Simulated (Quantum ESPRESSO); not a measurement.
# Sn: phonons at H under several settings

```
Sn
1.0
    -1.89465    1.89465    1.89465
     1.89465   -1.89465    1.89465
     1.89465    1.89465   -1.89465
Sn
1
Cartesian
  0.0000 0.0000 0.0000
```

This isn't the form of Sn at room conditions, which is tetragonal (white tin).

All runs used Quantum ESPRESSO 7.5; potentials GBRV 1.5 PBEsol; k mesh 10 × 10 × 10; no spin polarisation; cutoff 925 eV; occupations cold, width 0.2 eV.

| level | geometry | volume (Å³/atom) | pressure (GPa) | frequencies (cm⁻¹) |
| --- | --- | --- | --- | --- |
| PBEsol | relaxed at -3 GPa | ? | -3.0 | ? |
| PBEsol | relaxed at 0 GPa | 25.75 | 0.2 | 111 111 111 |
| PBEsol | relaxed at 3 GPa | 24.51 | 3.3 | 121 121 121 |
| PBEsol | relaxed at 8 GPa | 23.09 | 8.4 | 136 136 136 |
| PBEsol | relaxed at 15 GPa | 21.71 | 15.3 | 152 152 152 |

Q: What stands in the row left open?

A: Volume 27.60 Å³/atom; frequencies 96 96 96 cm⁻¹.

Caveats: the cell is more than 3 GPa from zero pressure, which shifts response properties (some runs); the volume moved by over 15 % at a fixed basis, so the end points are rough (some runs).

For the row left open. Caveat: the cell is more than 3 GPa from zero pressure, which shifts response properties.
